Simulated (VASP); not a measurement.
# Si3Ge (P6/mmm) in VASP: settings compared, part 2 of 2

VASP 6.6.1. Earlier steps stand in the parts before.

## Step 4: Relaxation of cell and atoms, RPBE

File INCAR:

```
  PREC = Accurate
  ENCUT = 600
  EDIFF = 1E-6
  ISMEAR = 0
  SIGMA = 0.05
  LREAL = False
  LASPH = True
  NELM = 60
  ALGO = Normal
  ISIF = 3
  LWAVE = False
  LCHARG = False
  GGA = RP
  IBRION = 2
  NSW = 60
  EDIFFG = -0.01
```

File KPOINTS:

```
regular mesh
0
Gamma
  11 11 3
```

File POSCAR:

```
Si3Ge
1.0
    2.7150000000      0.0000000000      0.0000000000
   -1.3575000000      2.3512600000      0.0000000000
    0.0000000000      0.0000000000     10.1106100000
Si Ge
3 1
Direct
    0.0000000000      0.0000000000      0.5000000000
    0.0000000000      0.0000000000      0.7435600000
    0.0000000000      0.0000000000      0.2564400000
    0.0000000000      0.0000000000      0.0000000000
```

Started as:

```sh
> cat potpaw_PBE.64/Si/POTCAR potpaw_PBE.64/Ge_d/POTCAR > POTCAR
> mpirun -np 1 vasp_std > vasp.out
```

Wall time 2.5 min (1 thread of Intel Xeon Platinum 8259CL at 2.50GHz (Skylake/Cascade Lake), shared host); peak memory 0.23 GiB.

The run converged. Its results:

```yaml
Free_energy: -18.1432 eV
Relaxed_volume: 16.42 Å³/atom
Relaxed_cell: a = 2.715 Å, b = 2.715 Å, c = 10.293 Å, α = 90.00°, β = 90.00°, γ = 120.00°
Space_group_after_relaxing_to_0.05_Å: P6/mmm (No. 191)
Energy_gained_by_relaxing: 4.9 meV/atom
Ionic_steps: 10
Pressure_after_relaxing: 0.0 GPa
Largest_force_after_relaxing: 0.003 eV/Å
```

Forces in eV/Å, atoms in the order of the input:
```
Si   0.000  0.000  0.000
Si   0.000  0.000 -0.003
Si   0.000  0.000  0.003
Ge   0.000  0.000  0.000
```

Stress tensor (GPa, compression positive):
```
 0.03  0.00  0.00
 0.00  0.03  0.00
 0.00  0.00 -0.09
```

The path:
```csv
step,energy change (eV),largest force (eV/Å),pressure (GPa),volume (Å³)
1,0.0000,0.0003,1.69,64.54
2,-0.0140,0.0169,-0.51,66.13
3,-0.0195,0.0359,0.10,65.54
4,-0.0195,0.0360,0.20,65.52
5,-0.0197,0.0259,-0.04,65.69
6,-0.0197,0.0250,-0.10,65.71
7,-0.0197,0.0256,-0.02,65.69
8,-0.0197,0.0253,-0.03,65.70
9,-0.0197,0.0151,-0.02,65.69
10,-0.0198,0.0034,-0.01,65.69
```

Final structure:
```
Si Ge
1.0
     2.71464    0.00000    0.00000
    -1.35732    2.35095    0.00000
     0.00000    0.00000   10.29282
Si Ge
3 1
Cartesian
  2.7146 0.0000 5.1464
  1.3573 2.3509 7.6487
  0.0000 0.0000 2.6441
  2.7146 0.0000 0.0000
```

Levels at points of the mesh, in eV from the Fermi level:
| k point | band 10 | band 11 | band 12 | band 13 | band 14 | band 15 | band 16 | band 17 |
| --- | --- | --- | --- | --- | --- | --- | --- | --- |
| (0.00, 0.00, 0.00) | -6.56 | -1.10 | -0.97 | 7.14 | 7.89 | 9.43 | 9.43 | 10.45 |

Caveat: the bands computed are all filled at some k points, so no gap is given; the PAW data sets were made with another functional, which shifts forces and pressure a little.

## Step 5: Single point, vdW-DF2, spin-orbit coupling, no magnetisation (volume scaled by 0.92)

File run.py:

```python
from ase.calculators.vasp import Vasp
from ase.dft.bandgap import bandgap
from ase.io import read

atoms = read('Si3Ge.cif', primitive_cell=True, subtrans_included=False)
calc = Vasp(
    directory='calc',
    xc='vdw-df2',
    pp='PBE',
    setups='minimal',
    prec='Accurate',
    encut=500,
    ediff=1e-06,
    ismear=0,
    sigma=0.1,
    lreal=False,
    lasph=True,
    nelm=80,
    algo='Normal',
    isif=2,
    lwave=False,
    lcharg=True,
    lnoncollinear=True,
    lorbit=11,
    lsorbit=True,
    gga_compat=False,
    lvhar=True,
    kpts=[8, 8, 3],
    gamma=True,
    nbands=30,
)
atoms.calc = calc

print('energy (eV):', atoms.get_potential_energy())
print('free energy (eV):', atoms.get_potential_energy(force_consistent=True))
print('forces (eV/A):')
print(atoms.get_forces())
print('stress (eV/A^3, Voigt):', atoms.get_stress())
print('Fermi level (eV):', calc.get_fermi_level())
gap, top, bottom = bandgap(calc)
print('band gap (eV):', gap, 'from (spin, k, band)', top, 'to', bottom)
```

File Si3Ge.cif:

```cif
data_Si3Ge
_cell_length_a 2.64057910
_cell_length_b 2.64057910
_cell_length_c 9.83346631
_cell_angle_alpha 90.00000000
_cell_angle_beta 90.00000000
_cell_angle_gamma 120.00000000
_space_group_name_H-M_alt 'P6/mmm'
_space_group_name_Hall '-P 6 2'
_space_group_IT_number 191
loop_
_space_group_symop_operation_xyz
'x,y,z'
'-x,-y,-z'
'x-y,x,z'
'-x+y,-x,-z'
'-y,x-y,z'
'y,-x+y,-z'
'-x,-y,z'
'x,y,-z'
'-x+y,-x,z'
'x-y,x,-z'
'y,-x+y,z'
'-y,x-y,-z'
'-y,-x,-z'
'y,x,z'
'-x,-x+y,-z'
'x,x-y,z'
'-x+y,y,-z'
'x-y,-y,z'
'y,x,-z'
'-y,-x,z'
'x,x-y,-z'
'-x,-x+y,z'
'x-y,-y,-z'
'-x+y,y,z'
loop_
_atom_site_label
_atom_site_type_symbol
_atom_site_symmetry_multiplicity
_atom_site_Wyckoff_symbol
_atom_site_fract_x
_atom_site_fract_y
_atom_site_fract_z
_atom_site_occupancy
Si1 Si 1 b 0.0000000000 0.0000000000 0.5000000000 1
Si2 Si 2 e 0.0000000000 0.0000000000 0.7435600000 1
Ge1 Ge 1 a 0.0000000000 0.0000000000 0.0000000000 1
```

Potentials or basis: VASP PAW PBE potentials, release 64 (Si, Ge).

Started as:

```sh
> python run.py
```

It took 7.1 min on 1 thread of Intel Xeon Platinum 8259CL at 2.50GHz (Skylake/Cascade Lake), shared host; peak memory 0.68 GiB.

It converged, with:

* Free energy: -10.6067 eV
* Pressure: 20.2 GPa
* Largest force: 0.069 eV/Å
* Valence electrons inside the program's atomic spheres: Si 1.64, 1.63; Ge 2.54

Forces on the atoms (eV/Å):
```
Si   0.000  0.000  0.000
Si   0.000  0.000  0.069
Si   0.000  0.000 -0.069
Ge   0.000  0.000  0.000
```

Stress tensor (GPa, compression positive):
```
21.41  0.00  0.00
 0.00 21.41  0.00
 0.00  0.00 17.78
```

Caveat: the PAW data sets were made with another functional, which shifts forces and pressure a little.

## Step 6: For comparison

An earlier run on the cell as given: functional PBE; potentials or basis VASP PAW PBE potentials, release 64 (Si, Ge_d); cutoff 520 eV; k mesh 11 × 11 × 3; occupations fermi-dirac, width 0.05 eV; no spin polarisation.

- Pressure: 0.4 GPa
- Largest force: 0.012 eV/Å
- Band gap on the k mesh: none (metal or under the smearing width)

## Step 7: The runs side by side

| task | level | potentials or basis | spin | cell | k mesh | cutoff (eV) | smearing | screening parameter | grid for exact exchange (PRECFOCK) | mesh quality | pressure (GPa) | relaxed volume (Å³/atom) | largest force (eV/Å) |
| --- | --- | --- | --- | --- | --- | --- | --- | --- | --- | --- | --- | --- | --- |
| single point | HSE(alpha, omega) | VASP PAW PBE potentials, release 64 (Si, Ge_d) | off | as given | 6 × 6 × 2 | 520 | fermi-dirac 0.05 eV | 0.1 | Fast | coarse | -3.6 | - | 0.13 |
| relaxation of cell and atoms | PBE | VASP PAW PBE potentials, release 64 (Si, Ge_d) | off | relaxed | 11 × 11 × 3 | 600 | gaussian 0.05 eV | - | - | not flagged | 0.0 | 16.19 | 0.01 |
| relaxation of cell and atoms | RPBE | VASP PAW PBE potentials, release 64 (Si, Ge_d) | off | relaxed | 11 × 11 × 3 | 600 | gaussian 0.05 eV | - | - | not flagged | 0.0 | 16.42 | - |
| single point | vdW-DF2 | VASP PAW PBE potentials, release 64 (Si, Ge) | SOC, no magnetisation | volume scaled by 0.92 | 8 × 8 × 3 | 500 | gaussian 0.1 eV | - | - | not flagged | 20.2 | - | 0.07 |
| single point | PBE | VASP PAW PBE potentials, release 64 (Si, Ge_d) | off | as given | 11 × 11 × 3 | 520 | fermi-dirac 0.05 eV | - | - | not flagged | 0.4 | - | 0.01 |

Caveats: some runs use coarse meshes; the bands computed are all filled at some k points, so no gap is given (some runs); the PAW data sets were made with another functional, which shifts forces and pressure a little (some runs).

Total energies depend on the potentials used, so only differences within one code and one set of settings carry meaning.
